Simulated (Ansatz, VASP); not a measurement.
## Two plane-wave programs on Sr

File INCAR:

```
SYSTEM = Sr
PREC = Accurate ; ENCUT = 520
EDIFF = 1E-6 ; ISMEAR = -1
SIGMA = 1.0 ; LREAL = .False.
LASPH = .True. ; NELM = 100
ALGO = Normal ; ISIF = 2
LWAVE = .False. ; LCHARG = .False.
GGA = PE ; NBANDS = 11
```

The input KPOINTS:

```
regular mesh
0
Gamma
  9 9 9
  0 0 0
```

Contents of POSCAR:

```
Sr
1.0
    0.0000000000      3.0191365063      3.0191365063
    3.0191365063      0.0000000000      3.0191365063
    3.0191365063      3.0191365063      0.0000000000
Sr
1
Direct
    0.0000000000      0.0000000000      0.0000000000
```

Input for Ansatz:

```yaml
crystal:
  lattice:
    - [0.0, 3.0191365063, 3.0191365063]
    - [3.0191365063, 0.0, 3.0191365063]
    - [3.0191365063, 3.0191365063, 0.0]
  atoms:
    - { symbol: Sr, position: [0.0, 0.0, 0.0] }
hamiltonian:
  xc: pbe
  pseudopotentials:
    kind: paw
    azcp:
      Sr: "pseudopotentials/Sr.paw.azcp"
basis:
  ecutwfc: 420
  fft_grid_basis: typed
kpoints:
  mp_grid: { grid: [9, 9, 9], shift: [0, 0, 0] }
magnetization:
  spin_polarized: false
scf:
  occupations: { method: fermi_dirac, width: 1.0 }
  lower_state_search: "off"
output:
  stress: true
```

Alike in both runs: task single point; functional PBE; k mesh 9 × 9 × 9; occupations fermi-dirac, width 1 eV; no spin polarisation.

|  | VASP | Ansatz |
| --- | --- | --- |
| version | VASP 6.6.1 | Ansatz 0.2.0 |
| potentials or method | VASP PAW PBE potentials, release 64 (Sr_sv) | plane waves (420 eV) with PAW, scalar-relativistic |
| plane-wave cutoff (eV) | 520 | 420 |
| valence electrons in the cell | 10 | 10 |

|  | VASP | Ansatz | Ansatz less VASP |
| --- | --- | --- | --- |
| pressure (GPa) | 1.4 | 1.4 | 0.00 |

The functional is the same, so the differences come from potentials, cutoffs and numerics.
